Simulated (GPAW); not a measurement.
Cl:

```xyz
4
Lattice="3.1450 -2.2500 0.0000 3.1450 2.2500 0.0000 0.0000 0.0000 8.2100" Properties=species:S:1:pos:R:3 pbc="T T T"
Cl    3.1450    0.5850    3.2840
Cl    3.1450    1.6650    7.3890
Cl    3.1450   -0.5850    4.9260
Cl    3.1450   -1.6650    0.8210
```

Base run:

| Property | Result |
| --- | --- |
| Program | GPAW 26.7.0 |
| Functional | RPBE |
| Potentials or basis | the program's PAW data sets (release 1.2.1) made for this functional |
| Cutoff | 600 eV |
| Basis | pw |
| k mesh | 5 × 5 × 3 |
| Occupations | fermi-dirac, width 0.05 eV |
| Spin | no spin polarisation |

Its results: band gap on the k mesh 2.58 eV, indirect (least direct gap 2.63 eV); pressure 2.4 GPa; largest force 0.139 eV/Å.

Task: After a change of settings the same cell gave: band gap on the k mesh 2.33 eV, indirect (least direct gap 2.38 eV); pressure -2.4 GPa; largest force 0.137 eV/Å. Which change was it?
A. functional from RPBE to BLYP; potentials or basis from the program's PAW data sets (release 1.2.1) made for this functional to PAW data sets generated in the run's folder for this functional
B. functional from RPBE to revPBE
C. functional from RPBE to AM05; potentials or basis from the program's PAW data sets (release 1.2.1) made for this functional to PAW data sets generated in the run's folder for this functional
D. functional from RPBE to LDA

Result: D.

LDA binds more tightly than RPBE, so the same cell stands under less pressure.

Not every run made on this cell is shown here.
